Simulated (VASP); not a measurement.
# Se (Im-3m) in VASP: notebook

The runs below take Se through single point, relaxation of cell and atoms, with revPBE.

All numbers are computed with VASP 6.6.1; they aren't measurements. Logs are shortened: lines on timing, memory, paths and dates and some standing lists are left out, and cuts for length are marked.

### Step 1. The structure

It takes space group Im-3m (No. 229, cubic). The conventional cell has a = 3.461 Å, b = 3.461 Å, c = 3.461 Å, α = 90.00°, β = 90.00°, γ = 90.00°. Se (site symmetry m-3m) is surrounded by 8 Se at 3.00 Å.

This isn't the form of Se at room conditions, which is trigonal, of chains.

### Step 2. Single point, revPBE

Contents of INCAR:

```
PREC     = Accurate       # precision mode
ENCUT    = 520            # plane-wave cutoff, eV
EDIFF    = 1E-6           # SCF threshold, eV
ISMEAR   = -1             # smearing method
SIGMA    = 0.1            # smearing width, eV
LREAL    = F              # projectors in reciprocal space
LASPH    = T              # aspherical terms in the spheres
NELM     = 60             # most SCF steps
ALGO     = Normal         # electronic algorithm
ISIF     = 2              # what is computed and relaxed
LWAVE    = F              # write WAVECAR
LCHARG   = F              # write CHGCAR
GGA      = RE             # functional
NBANDS   = 9              # bands
```

Contents of KPOINTS:

```
Automatic mesh
0
Gamma
  21 21 21
```

Contents of POSCAR:

```
Se
1.0
   -1.7303040278      1.7303040278      1.7303040278
    1.7303040278     -1.7303040278      1.7303040278
    1.7303040278      1.7303040278     -1.7303040278
Se
1
Direct
    0.0000000000      0.0000000000      0.0000000000
```

Potentials or basis: VASP PAW PBE potentials, release 64 (Se).

Started as:

```bash
> cat potpaw_PBE.64/Se/POTCAR > POTCAR
> mpirun -np 1 vasp_std > vasp.out
```

OUTCAR:

```text
PREC = Accurate
   ENCUT = 520
   EDIFF = 1E-6
   ISMEAR = -1
   LREAL = F
   LASPH = T
   NELM = 60
   ISIF = 2
   GGA = RE

 ion  position               nearest neighbor table
   1  0.000  0.000  0.000-

  LATTYP: Found a body centered cubic cell.
 ALAT       =     3.4606080556

  Lattice vectors:

 A1 = (  -1.7303040278,   1.7303040278,   1.7303040278)
 A2 = (   1.7303040278,  -1.7303040278,   1.7303040278)
 A3 = (   1.7303040278,   1.7303040278,  -1.7303040278)

Analysis of symmetry for initial positions (statically):
=====================================================================
 Subroutine PRICEL returns:
 Original cell was already a primitive cell.

 Routine SETGRP: Setting up the symmetry group for a
 body centered cubic supercell.

 Subroutine GETGRP returns: Found 48 space group operations
 (whereof 48 operations were pure point group operations)
 out of a pool of 48 trial point group operations.

The static configuration has the point symmetry O_h .

Analysis of symmetry for dynamics (positions and initial velocities):
=====================================================================
 Subroutine PRICEL returns:
 Original cell was already a primitive cell.

 Routine SETGRP: Setting up the symmetry group for a
 body centered cubic supercell.

 Subroutine GETGRP returns: Found 48 space group operations
 (whereof 48 operations were pure point group operations)
 out of a pool of 48 trial point group operations.

The dynamic configuration has the point symmetry O_h .

 Subroutine INISYM returns: Found 48 space group operations
 (whereof 48 operations are pure point group operations),
 and found     1 'primitive' translations

----------------------------------------------------------------------------------------

                                     Primitive cell

  volume of cell :      20.7218

  direct lattice vectors                    reciprocal lattice vectors
    -1.730304028  1.730304028  1.730304028     0.000000000  0.288966558  0.288966558
     1.730304028 -1.730304028  1.730304028     0.288966558  0.000000000  0.288966558
     1.730304028  1.730304028 -1.730304028     0.288966558  0.288966558  0.000000000

  length of vectors
     2.996974489  2.996974489  2.996974489     0.408660426  0.408660426  0.408660426

  position of ions in fractional coordinates (direct lattice)
     0.000000000  0.000000000  0.000000000

  ion indices of the primitive-cell ions
   primitive index   ion index
                 1           1

----------------------------------------------------------------------------------------

 KPOINTS: Automatic mesh

Automatic generation of k-mesh.
 Grid dimensions read from file:
 generate k-points for:   21   21   21

 Generating k-lattice:

  Cartesian coordinates                     Fractional coordinates (reciprocal lattice)
     0.000000000  0.013760312  0.013760312     0.047619048  0.000000000  0.000000000
     0.013760312  0.000000000  0.013760312     0.000000000  0.047619048  0.000000000
     0.013760312  0.013760312  0.000000000     0.000000000  0.000000000  0.047619048

  Length of vectors
     0.019460020  0.019460020  0.019460020

  Shift w.r.t. Gamma in fractional coordinates (k-lattice)
     0.000000000  0.000000000  0.000000000

 Subroutine IBZKPT returns following result:
 ===========================================

 Found    286 irreducible k-points:

 Following reciprocal coordinates:
            Coordinates               Weight
  0.000000  0.000000  0.000000      1.000000
  0.047619  0.000000  0.000000     12.000000
  0.095238  0.000000  0.000000     12.000000
  0.142857  0.000000  0.000000     12.000000
  0.190476  0.000000  0.000000     12.000000
  0.238095  0.000000  0.000000     12.000000
[... 16 lines left out ...]
  0.142857  0.095238  0.000000     48.000000
  0.190476  0.095238  0.000000     48.000000
 [... further k-points ...]
   k-points           NKPTS =    286   k-points in BZ     NKDIM =    286   number of bands    NBANDS=      9
   number of dos      NEDOS =    301   number of ions     NIONS =      1
   total plane-waves  NPLWV =  13824
   dimension x,y,z NGX =    24 NGY =   24 NGZ =   24
   dimension x,y,z NGXF=    48 NGYF=   48 NGZF=   48
   ions per type =               1
   NGX,Y,Z   is equivalent  to a cutoff of  13.31, 13.31, 13.31 a.u.
   NGXF,Y,Z  is equivalent  to a cutoff of  26.63, 26.63, 26.63 a.u.
 SYSTEM =  unknown system
   PREC   = accura    normal or accurate (medium, high low for compatibility)
   ISTART =      0    job   : 0-new  1-cont  2-samecut
   ICHARG =      2    charge: 1-file 2-atom 10-const
   ISPIN  =      1    spin polarized calculation?
   LNONCOLLINEAR =      F non collinear calculations
   LSORBIT =      F    spin-orbit coupling
   LASPH  =      T    aspherical Exc in radial PAW
   ENCUT  =  520.0 eV  38.22 Ry    6.18 a.u.   5.57  5.57  5.57*2*pi/ulx,y,z
   NELM   =     60;   NELMIN=  2; NELMDL= -5     # of ELM steps
   EDIFF  = 0.1E-05   stopping-criterion for ELM
   LREAL  =      F    real-space projection
   EDIFFG = 0.1E-04   stopping-criterion for IOM
   NSW    =      0    number of steps for IOM
   IBRION =     -1    ionic relax: 0-MD 1-quasi-New 2-CG
   NFREE  =      0    steps in history (QN), initial steepest desc. (CG)
   ISIF   =      2    stress and relaxation
   ISYM   =      2    0-nonsym 1-usesym 2-fastsym
   POTIM  = 0.5000    time-step for ionic-motion
   TEBEG  =    0.0;   TEEND  =   0.0 temperature during run
   PSTRESS=    0.0 pullay stress
   NELECT =       6.0000    total number of electrons
   NUPDOWN=      -1.0000    fix difference up-down
   EMIN   =  10.00;   EMAX   =-10.00  energy-range for DOS
   EFERMI =   0.00;   METHOD = LEGACY
   ISMEAR =    -1;   SIGMA  =   0.10  broadening in eV -4-tet -1-fermi 0-gaus
   EFERMI_NEDOS =   21; number of points for ismear=-14 and -15
   IALGO  =     38    algorithm
   IMIX   =      4    mixing-type and parameters
     AMIX     =   0.40;   BMIX     =  1.00
     AMIX_MAG =   1.60;   BMIX_MAG =  1.00
  volume/ion in A,a.u.               =      20.72       139.84
  Fermi-wavevector in a.u.,A,eV,Ry     =   1.083052  2.046672 15.959670  1.173003
  Thomas-Fermi vector in A             =   2.219109
   LORBIT       =      0    0 simple, 1 ext, 2 COOP (PROOUT), +10 PAW based schemes
   GGA     = RE    functional components
   LHFCALC =     F    Hartree Fock is set to
   AEXX    =    0.0000 exact exchange contribution
   IVDW    =     0    specifies the selected vdW correction
   LEPSILON=     F    determine dielectric tensor
   LRPA    =     F    only Hartree local field effects (RPA)
 non-spin polarized calculation
  energy-cutoff  :      520.00
  volume of cell :       20.72
 maximum number of plane-waves:       574
   NGX = 11   NGY = 11   NGZ = 11

 number of electron       5.9999999 magnetization

 Free energy of the ion-electron system (eV)
  ---------------------------------------------------
  ext. energy  EPLUGINS =         0.00000000
  ---------------------------------------------------
  free energy    TOTEN  =        -2.56814441 eV

  energy without entropy =       -2.54073204  energy(sigma->0) =       -2.55443822

 E-fermi :   5.3403     XC(G=0): -10.4612

 val. band max:        5.3356202742   @ k =  -0.3333   0.3810   0.0476
 cond. band min:       5.3495162678   @ k =   0.2857   0.1429   0.0952
 fundamental gap:      0.0138959936
 Fermi energy:         5.3402672813

 k-point     1 :       0.0000    0.0000    0.0000
  band No.  band energies     occupation
      1     -10.5994      2.00000
      2       8.2072      0.00000
      3       8.2072      0.00000
      4       8.2072      0.00000
      5      16.2817      0.00000
      6      17.6675      0.00000
      7      17.6675      0.00000
      8      17.6675      0.00000
      9      20.6850      0.00000

 k-point     2 :       0.0476    0.0000    0.0000
  band No.  band energies     occupation
      1     -10.5528      2.00000
      2       7.9028      0.00000
      3       8.1091      0.00000
      4       8.1905      0.00000
      5      16.4885      0.00000
      6      17.4587      0.00000
      7      17.6060      0.00000
      8      17.8680      0.00000
      9      20.0956      0.00000

 k-point     3 :       0.0952    0.0000    0.0000
  band No.  band energies     occupation
      1     -10.4140      2.00000
      2       7.1018      0.00000
      3       7.8407      0.00000
      4       8.1414      0.00000
      5      16.5434      0.00000
      6      16.9550      0.00000
      7      17.7793      0.00000
      8      18.4434      0.00000
      9      19.6273      0.00000

 k-point     4 :       0.1429    0.0000    0.0000
  band No.  band energies     occupation
      1     -10.1852      2.00000
      2       6.0098      0.00247
      3       7.4618      0.00000
      4       8.0634      0.00000
      5      15.8716      0.00000
      6      16.3442      0.00000
      7      18.5215      0.00000
      8      19.3334      0.00000
      9      19.8273      0.00000

 k-point     5 :       0.1905    0.0000    0.0000
  band No.  band energies     occupation
      1      -9.8710      2.00000
      2       4.7831      1.99242
      3       7.0351      0.00000
      4       7.9624      0.00000
      5      15.0374      0.00000
      6      15.7350      0.00000
      7      19.1554      0.00000
      8      19.8254      0.00000
      9      20.4744      0.00000

 k-point     6 :       0.2381    0.0000    0.0000
  band No.  band energies     occupation
      1      -9.4794      2.00000
      2       3.5197      2.00000
      3       6.6098      0.00001
      4       7.8472      0.00000
      5      14.2607      0.00000
      6      15.1780      0.00000
      7      19.6743      0.00000
      8      19.9080      0.00000
      9      21.8147      0.00000
[... 169 lines left out ...]
 k-point    21 :       0.4762    0.0476    0.0000
  band No.  band energies     occupation
      1      -7.2779      2.00000
      2      -1.0902      2.00000
      3       5.1870      1.64485
      4       7.2426      0.00000
      5      12.4773      0.00000
      6      13.9025      0.00000
      7      21.9562      0.00000
      8      23.0978      0.00000
      9      23.9142      0.00000

 k-point    22 :       0.0952    0.0952    0.0000
  band No.  band energies     occupation
      1     -10.0495      2.00000
      2       5.5485      0.22169
      3       7.2867      0.00000
      4       7.7925      0.00000
      5      15.9327      0.00000
      6      16.3776      0.00000
      7      17.8293      0.00000
      8      18.9741      0.00000
      9      20.5908      0.00000

 k-point    23 :       0.1429    0.0952    0.0000
  band No.  band energies     occupation
      1      -9.7384      2.00000
      2       4.5097      1.99951
      3       6.7606      0.00000
      4       7.6242      0.00000
      5      15.3432      0.00000
      6      15.9312      0.00000
      7      18.3331      0.00000
      8      19.1909      0.00000
      9      21.3171      0.00000

 k-point    24 :       0.1905    0.0952    0.0000
  band No.  band energies     occupation
      1      -9.3511      2.00000
      2       3.3922      2.00000
      3       6.2159      0.00031
      4       7.4658      0.00000
      5      14.7086      0.00000
      6      15.5465      0.00000
      7      18.6090      0.00000
      8      20.1188      0.00000
      9      21.7373      0.00000

 [... further k-points ...]

------------------------ aborting loop because EDIFF is reached ----------------------------------------

  FORCE on cell =-STRESS in cart. coord.  units (eV):
  Direction    XX          YY          ZZ          XY          YZ          ZX
  --------------------------------------------------------------------------------------
  -------------------------------------------------------------------------------------
  Total        0.0222397      0.0222397      0.0222397     -0.0000000     -0.0000000     -0.0000000
  in kB        1.7195421      1.7195421      1.7195421     -0.0000000     -0.0000000     -0.0000000
  external PRESSURE =       1.7195421 kB  Pullay stress =       0.0000000 kB

 VOLUME and BASIS-vectors are now :
 -----------------------------------------------------------------------------
  energy-cutoff  :      520.00
  volume of cell :       20.72
      direct lattice vectors                 reciprocal lattice vectors
    -1.730304028  1.730304028  1.730304028     0.000000000  0.288966558  0.288966558
     1.730304028 -1.730304028  1.730304028     0.288966558  0.000000000  0.288966558
     1.730304028  1.730304028 -1.730304028     0.288966558  0.288966558  0.000000000

 POSITION                                       TOTAL-FORCE (eV/Angst)
 -----------------------------------------------------------------------------------
      0.00000      0.00000      0.00000         0.000000     -0.000000     -0.000000
 -----------------------------------------------------------------------------------
    total drift:                                0.000000      0.000000      0.000000

  FREE ENERGIE OF THE ION-ELECTRON SYSTEM (eV)
  ---------------------------------------------------
  free  energy   TOTEN  =        -2.5681444118 eV

  energy  without entropy=       -2.5407320374  energy(sigma->0) =       -2.55443822
```

It took 27 s on 1 thread of Intel Xeon Platinum 8375C at 2.90GHz (Ice Lake), shared host; peak memory 0.17 GiB.

Results:

- Free energy: -2.5681 eV
- Pressure: 0.2 GPa
- Band gap on the k mesh: none (metal or under the smearing width)

Caveat: the PAW data sets were made with another functional, which shifts forces and pressure a little.

(Part 1 of 2 ends here.)
